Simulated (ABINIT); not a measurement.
# C (Fd-3m) in ABINIT: further runs

One crystal, C, is run at these levels: r2SCAN, BLYP+D3, LDA-Teter; tasks: band structure, equation of state.

Program: ABINIT 10.8.3 (patched build). These are calculated values, not measurements. Logs are shortened: lines on timing, memory, paths and dates and some standing lists are left out, and cuts for length are marked. The log counts tension as positive stress, the text compression.

**Experimental background.**

From “Equation of state of cubic boron nitride at high pressures and temperatures”, 2007, arxiv:cond-mat/0702656, for a bulk crystal of C: bulk modulus 442 ± 5 GPa.

How close the calculation comes is told below.

### 1 The crystal as given

The structure is cubic, space group Fd-3m (No. 227). Conventional cell: a = 3.567 Å, b = 3.567 Å, c = 3.567 Å, α = 90.00°, β = 90.00°, γ = 90.00°. Around C (site symmetry -43m) lie 4 C at 1.54 Å.

This isn't the form of C at room conditions, which is graphite.

### 2 Band structure, r2SCAN

run.abi

```
ndtset 2

pp_dirpath "./"
pseudos "C.upf"

acell 2.5220660407 2.5220660407 2.5220660407 Angstrom
rprim
     0.0000000000     0.7071067812     0.7071067812
     0.7071067812     0.0000000000     0.7071067812
     0.7071067812     0.7071067812     0.0000000000
ntypat 1
znucl 6
natom 2
typat 1 1
xred
     0.7500000000     0.7500000000     0.7500000000
     0.5000000000     0.5000000000     0.5000000000

ecut 49.0

ixc -497498
usekden 1
nc_xccc_gspace 1
boxcutmin 3.0

occopt 3
tsmear 0.05 eV

nstep 100

iomode 3
prtwf 0
prteig 0
prtebands 0
enunit 1
prtden1 1
prtkden1 1
prtvha1 1
prtvclmb1 1
prtpot1 1

kptopt1 1
ngkpt1 13 13 13
nshiftk1 1
shiftk1 0.0 0.0 0.0
nband1 8
tolvrs1 1.0e-9

iscf2 -2
getden2 1
getkden2 1
nband2 12
nbdbuf2 2
tolwfr2 1.0e-12
kptopt2 -9
ndivsm2 5
prteig2 1
prtvol2 -3
kptbounds2
     0.0000000000     0.0000000000     0.0000000000
     0.5000000000     0.0000000000     0.5000000000
     0.5000000000     0.2500000000     0.7500000000
     0.3750000000     0.3750000000     0.7500000000
     0.0000000000     0.0000000000     0.0000000000
     0.5000000000     0.5000000000     0.5000000000
     0.6250000000     0.2500000000     0.6250000000
     0.5000000000     0.2500000000     0.7500000000
     0.5000000000     0.5000000000     0.5000000000
     0.3750000000     0.3750000000     0.7500000000
```

Potentials or basis: PseudoDojo NC SR PBE v0.4 stringent.

The run is started by

```bash
$ abinit run.abi > log 2>&1
```

run.abo:

```text
.Version 10.8.3 of ABINIT
 DATASET    1 : space group Fd -3 m (#227); Bravais cF (face-center cubic)
================================================================================
 Values of the parameters that define the memory need for DATASET  1.
     intxc =       0    ionmov =       0      iscf =       7    lmnmax =       4
     lnmax =       4     mgfft =      48  mpssoang =       2    mqgrid =    3001
     natom =       2  nloc_mem =       1    nspden =       1   nspinor =       1
    nsppol =       1      nsym =      48    n1xccc =    2501    ntypat =       1
    occopt =       3   xclevel =       2
       mpw =        1279          nfft =      110592          nkpt =          84
================================================================================
================================================================================

 DATASET    2 : space group Fd -3 m (#227); Bravais cF (face-center cubic)
================================================================================
 Values of the parameters that define the memory need for DATASET  2.
     intxc =       0    ionmov =       0      iscf =      -2    lmnmax =       4
     lnmax =       4     mgfft =      48  mpssoang =       2    mqgrid =    3001
     natom =       2  nloc_mem =       1    nspden =       1   nspinor =       1
    nsppol =       1      nsym =      48    n1xccc =    2501    ntypat =       1
    occopt =       3   xclevel =       2
       mpw =        1283          nfft =      110592          nkpt =          87
================================================================================
================================================================================

--------------------------------------------------------------------------------
------------- Echo of variables that govern the present computation ------------
--------------------------------------------------------------------------------
 -outvars: echo values of preprocessed input variables --------
            acell      4.7660140884E+00  4.7660140884E+00  4.7660140884E+00 Bohr
              amu      1.20110000E+01
        boxcutmin      3.00000000E+00
             ecut      4.90000000E+01 Hartree
           enunit           1
           getden1          0
           getden2          1
          getkden1          0
          getkden2          1
             iscf1          7
             iscf2         -2
              ixc     -497498
           jdtset        1    2
           kptopt1          1
           kptopt2         -9
         kptrlatt       13    0    0      0   13    0      0    0   13
          kptrlen1     6.19581832E+01
          kptrlen2     3.00000000E+01
            natom           2
            nband1          8
            nband2         12
           nbdbuf1          0
           nbdbuf2          2
   nc_xccc_gspace           1
           ndtset           2
           ndivsm1          0
           ndivsm2          5
            ngfft          48      48      48
             nkpt1         84
             nkpt2         87
            nstep         100
             nsym          48
           ntypat           1
           occopt           3
        prtebands           0
           prteig1          0
           prteig2          1
          prtkden           1
           prtpot1          1
           prtpot2          0
         prtvclmb1          1
         prtvclmb2          0
           prtvha1          1
           prtvha2          0
           prtvol1          0
           prtvol2         -3
            prtwf           0
            rprim      0.0000000000E+00  7.0710678120E-01  7.0710678120E-01
                       7.0710678120E-01  0.0000000000E+00  7.0710678120E-01
                       7.0710678120E-01  7.0710678120E-01  0.0000000000E+00
           shiftk1     0.00000000E+00  0.00000000E+00  0.00000000E+00
           shiftk2     5.00000000E-01  5.00000000E-01  5.00000000E-01
          spgroup         227
           tolvrs1     1.00000000E-09
           tolvrs2     0.00000000E+00
           tolwfr1     0.00000000E+00
[... 216 lines left out ...]
 -4.6205E-01  3.8306E-01  3.8306E-01  3.8306E-01  5.9783E-01  5.9783E-01
  5.9783E-01  8.6431E-01  1.1186E+00  1.3990E+00  1.3990E+00  1.4425E+00
 Non-SCF case, kpt    2 (  0.03571  0.00000  0.03571), residuals and eigenvalues=
  4.62E-14  8.88E-13  8.49E-14  3.21E-13  2.80E-13  2.13E-13  1.87E-13  1.49E-13
  5.22E-13  2.62E-13  4.49E-08  5.13E-11
 -4.6024E-01  3.7527E-01  3.7527E-01  3.7808E-01  5.9620E-01  6.0726E-01
  6.0726E-01  8.6648E-01  1.1222E+00  1.3380E+00  1.4013E+00  1.4467E+00
 Non-SCF case, kpt    3 (  0.07143  0.00000  0.07143), residuals and eigenvalues=
  8.70E-14  2.32E-13  5.78E-14  1.10E-13  2.67E-13  9.15E-13  3.01E-13  3.27E-13
  7.85E-14  2.95E-13  1.40E-06  7.23E-09
[... 408 lines left out ...]
  1.35E-13  6.59E-13  7.55E-13  6.09E-13  1.45E-13  4.94E-13  2.46E-13  4.27E-13
  2.70E-13  5.45E-13  4.67E-13  4.97E-10
 -1.7368E-01 -8.0009E-02  5.0064E-02  1.9314E-01  6.1706E-01  8.7480E-01
  8.9221E-01  9.3674E-01  1.0888E+00  1.3406E+00  1.3410E+00  1.6419E+00
 Non-SCF case, kpt   86 (  0.38889  0.38889  0.72222), residuals and eigenvalues=
  2.59E-13  3.03E-13  9.52E-13  1.25E-13  2.83E-13  1.97E-13  2.79E-13  1.29E-13
  5.86E-13  7.29E-13  2.38E-13  2.12E-09
 -1.5415E-01 -7.6603E-02  2.5305E-02  1.8176E-01  6.0551E-01  8.3527E-01
  9.2172E-01  9.6914E-01  1.0903E+00  1.3397E+00  1.3541E+00  1.6844E+00
 Non-SCF case, kpt   87 (  0.37500  0.37500  0.75000), residuals and eigenvalues=
  3.15E-13  1.52E-13  4.85E-13  4.27E-13  8.40E-14  5.41E-13  9.22E-14  9.73E-13
  6.52E-14  1.95E-13  4.40E-13  4.16E-09
 -1.3815E-01 -8.5276E-02  2.2397E-02  1.7271E-01  5.9647E-01  7.9550E-01
  9.4415E-01  9.8720E-01  1.1080E+00  1.3347E+00  1.3785E+00  1.7003E+00

Result for kinetic energy density :

--------------------------------------------------------------------------------
 Total kinetic energy density [Ha/Bohr^3]
)     Maximum=    2.5541E+00  at reduced coord.    0.7500    0.7500    0.7500
)     Minimum=    1.6317E-02  at reduced coord.    0.0000    0.0000    0.0000
   Integrated=    8.3393E+00
--------------------------------------------------------------------------------

--- !ResultsGS
iteration_state: {dtset: 2, }
comment   : Summary of ground state results
lattice_vectors:
- [  0.0000000,   3.3700809,   3.3700809, ]
- [  3.3700809,   0.0000000,   3.3700809, ]
- [  3.3700809,   3.3700809,   0.0000000, ]
lattice_lengths: [   4.76601,    4.76601,    4.76601, ]
lattice_angles: [ 60.000,  60.000,  60.000, ] # degrees, (23, 13, 12)
lattice_volume:   7.6551017E+01
convergence: {deltae:  0.000E+00, res2:  0.000E+00, residm:  9.975E-13, diffor:  0.000E+00, }
etotal    :  -1.21086827E+01
entropy   :   0.00000000E+00
fermie    :   4.87783821E-01
cartesian_stress_tensor: null
pressure_GPa: null
xred      :
- [  7.5000E-01,   7.5000E-01,   7.5000E-01,  C]
- [  5.0000E-01,   5.0000E-01,   5.0000E-01,  C]
cartesian_forces: null
force_length_stats: {min: null, max: null, mean: null, }
...

 Integrated electronic density in atomic spheres:
 ------------------------------------------------
 Atom  Sphere_radius  Integrated_density
    1        2.00000          4.71740906
    2        2.00000          4.71740906
================================================================================

 ----iterations are completed or convergence reached----

 Mean square residual over all n,k,spin=   37.812E-14; max=  99.754E-14
 reduced coordinates (array xred) for    2 atoms
       0.750000000000      0.750000000000      0.750000000000
       0.500000000000      0.500000000000      0.500000000000

 cartesian coordinates (angstrom) at end:
    1      2.67505500001981     2.67505500001981     2.67505500001981
    2      1.78337000001321     1.78337000001321     1.78337000001321
 length scales=  4.766014088376  4.766014088376  4.766014088376 bohr
              =  2.522066040700  2.522066040700  2.522066040700 angstroms
 Eigenvalues (   eV  ) for nkpt=  87  k points:
 kpt#   1, nband= 12, wtk=  1.00000, kpt=  0.0000  0.0000  0.0000 (reduced coord)
 -12.57313   10.42354   10.42354   10.42354   16.26769   16.26769   16.26769   23.51908
  30.43849   38.06919   38.06919   39.25196
 kpt#   2, nband= 12, wtk=  1.00000, kpt=  0.0357  0.0000  0.0357 (reduced coord)
 -12.52374   10.21158   10.21158   10.28806   16.22356   16.52433   16.52433   23.57803
  30.53664   36.41018   38.13189   39.36696
 kpt#   3, nband= 12, wtk=  1.00000, kpt=  0.0714  0.0000  0.0714 (reduced coord)
 -12.37568    9.66779    9.66779    9.89559   16.09733   17.20138   17.20138   23.71223
  30.82214   34.38631   38.32000   39.71124
 kpt#   4, nband= 12, wtk=  1.00000, kpt=  0.1071  0.0000  0.1071 (reduced coord)
 -12.12933    8.95319    8.95319    9.28113   15.90569   18.13571   18.13571   23.79302
  31.26984   32.64912   38.63364   40.28231
 kpt#   5, nband= 12, wtk=  1.00000, kpt=  0.1429  0.0000  0.1429 (reduced coord)
 -11.78533    8.18091    8.18091    8.48665   15.67145   19.21075   19.21075   23.62080
  31.42232   31.84246   39.07228   41.07459
 kpt#   6, nband= 12, wtk=  1.00000, kpt=  0.1786  0.0000  0.1786 (reduced coord)
 -11.34460    7.41365    7.41365    7.55035   15.41906   20.35923   20.35923   23.03327
[... 230 lines left out ...]
  -5.65089   -2.83681    3.50686    6.01071   17.59832   22.36902   23.04278   25.89313
  30.39442   36.33019   36.47929   41.46819
 kpt#  84, nband= 12, wtk=  1.00000, kpt=  0.4167  0.4167  0.6667 (reduced coord)
  -5.22072   -2.48593    2.37531    5.61605   17.16903   23.34768   24.13591   25.08507
  29.89307   36.37559   36.44066   43.10178
 kpt#  85, nband= 12, wtk=  1.00000, kpt=  0.4028  0.4028  0.6944 (reduced coord)
  -4.72621   -2.17715    1.36230    5.25549   16.79094   23.80446   24.27824   25.49003
  29.62815   36.47847   36.48975   44.67813
 kpt#  86, nband= 12, wtk=  1.00000, kpt=  0.3889  0.3889  0.7222 (reduced coord)
  -4.19463   -2.08447    0.68858    4.94600   16.47664   22.72895   25.08121   26.37154
  29.66984   36.45527   36.84575   45.83617
 kpt#  87, nband= 12, wtk=  1.00000, kpt=  0.3750  0.3750  0.7500 (reduced coord)
  -3.75922   -2.32048    0.60944    4.69959   16.23082   21.64671   25.69163   26.86295
  30.14931   36.31842   37.51197   46.26723

== END DATASET(S) ==============================================================
================================================================================

 -outvars: echo values of variables after computation  --------
            acell      4.7660140884E+00  4.7660140884E+00  4.7660140884E+00 Bohr
           etotal1    -1.2108682723E+01
            fcart1    -4.9936583833E-30  1.4980975150E-29 -2.4968291916E-29
                       4.9936583833E-30 -1.4980975150E-29  2.4968291916E-29
            rprim      0.0000000000E+00  7.0710678120E-01  7.0710678120E-01
                       7.0710678120E-01  0.0000000000E+00  7.0710678120E-01
                       7.0710678120E-01  7.0710678120E-01  0.0000000000E+00
           strten1    -1.2329430925E-04 -1.2329430925E-04 -1.2329430925E-04
                       0.0000000000E+00  0.0000000000E+00  0.0000000000E+00
           xangst      2.6750550000E+00  2.6750550000E+00  2.6750550000E+00
                       1.7833700000E+00  1.7833700000E+00  1.7833700000E+00
             xred      7.5000000000E-01  7.5000000000E-01  7.5000000000E-01
                       5.0000000000E-01  5.0000000000E-01  5.0000000000E-01
 Calculation completed.
```

Wall time 4.9 min (1 thread of Arm Neoverse V2, shared host); peak memory 0.12 GiB.

What came out:

| Property | Result |
| --- | --- |
| Free energy | -329.4940 eV |
| Pressure | 3.6 GPa |
| Band gap on the k mesh | 4.17 eV, indirect (least direct gap 5.84 eV) |
| Band gap along the path | 4.16 eV, indirect (least direct gap 5.84 eV) |
| All electrons inside the program's atomic spheres | C 4.72 (radii [1.0584] Å) |

Levels at the corners of the path, in eV from the valence-band top:
```
point  band 1  band 2  band 3  band 4  band 5  band 6  band 7  band 8  band 9
    Γ  -23.00    0.00    0.00    0.00    5.84    5.84    5.84   13.10   20.02
    X  -13.85  -13.85   -6.71   -6.71    4.82    4.82   17.94   17.94   24.57
    W  -13.10  -13.10   -8.78   -8.78   11.27   11.27   12.72   12.72   22.67
    K  -14.18  -12.74   -9.81   -5.72    5.81   11.22   15.27   16.44   19.73
    Γ  -23.00    0.00    0.00    0.00    5.84    5.84    5.84   13.10   20.02
    L  -17.07  -14.20   -3.01   -3.01    8.68    8.91    8.91   16.68   23.17
    U  -14.18  -12.74   -9.81   -5.72    5.81   11.22   15.27   16.44   19.73
    W  -13.10  -13.10   -8.78   -8.78   11.27   11.27   12.72   12.72   22.67
    L  -17.07  -14.20   -3.01   -3.01    8.68    8.91    8.91   16.68   23.17
    K  -14.18  -12.74   -9.81   -5.72    5.81   11.22   15.27   16.44   19.73
```

Caveat: a meta-GGA on potentials with a model core is unreliable; a meta-GGA on norm-conserving files made for a GGA shifts volumes by about 1 %; the potentials were made for another functional, which shifts forces and pressure. r2SCAN opens gaps a little over a GGA but as a rule still falls short of measured ones.

### 3 Equation of state, BLYP+D3

run.abi

```
# Datasets: one volume each
ndtset 7
getwfk -1
scalecart1 3*0.9795861087
scalecart2 3*0.9864848297
scalecart3 3*0.9932883884
scalecart4 3*1.0000000000
scalecart5 3*1.0066227096
scalecart6 3*1.0131594038
scalecart7 3*1.0196128224

# Pseudopotentials
pp_dirpath "./"
pseudos "C.GGA_PBE-JTH.xml"

# Structure
acell 3*1.0
rprim
     0.0000000000     3.3700808789     3.3700808789
     3.3700808789     0.0000000000     3.3700808789
     3.3700808789     3.3700808789     0.0000000000
ntypat 1
znucl 6
natom 2
typat 1 1
xred
     0.7500000000     0.7500000000     0.7500000000
     0.5000000000     0.5000000000     0.5000000000

# Plane-wave basis
ecut 20.0
pawecutdg 40.0

# k points
kptopt 1
ngkpt 13 13 13
nshiftk 1
shiftk 0.0 0.0 0.0

# Exchange and correlation
ixc -106131
vdw_xc 6

# Bands and occupations
nband 8
occopt 3
tsmear 0.05 eV

# SCF cycle
nstep 100
tolvrs 1.0e-9

# Output
iomode 3
prtwf 1
prtden 0
prteig 0
prtebands 0
```

Potentials or basis: JTH PAW PBE v2.0.

The run is started by

```bash
$ abinit run.abi > log 2>&1
```

Wall time 33 s (1 thread of Arm Neoverse V2, shared host); peak memory 0.12 GiB.

Results (log left out):

```
Equilibrium volume                      : 5.74 Å³/atom
Bulk modulus                            : 409 GPa
Pressure derivative of the bulk modulus : 4.6 (rough: it moves with the points fitted)
```

Energy against volume, from the lowest point:
```csv
volume (Å³/atom),energy (meV/atom)
5.332,43.40
5.445,21.66
5.558,8.15
5.672,0.86
5.785,0.00
5.899,4.89
6.012,14.32
```

Caveat: pressures at fixed basis lie under the slope of the energies; the PAW data sets were made with another functional, which shifts forces and pressure a little; the atomic spheres overlap.

(Part 1 of 2 ends here.)
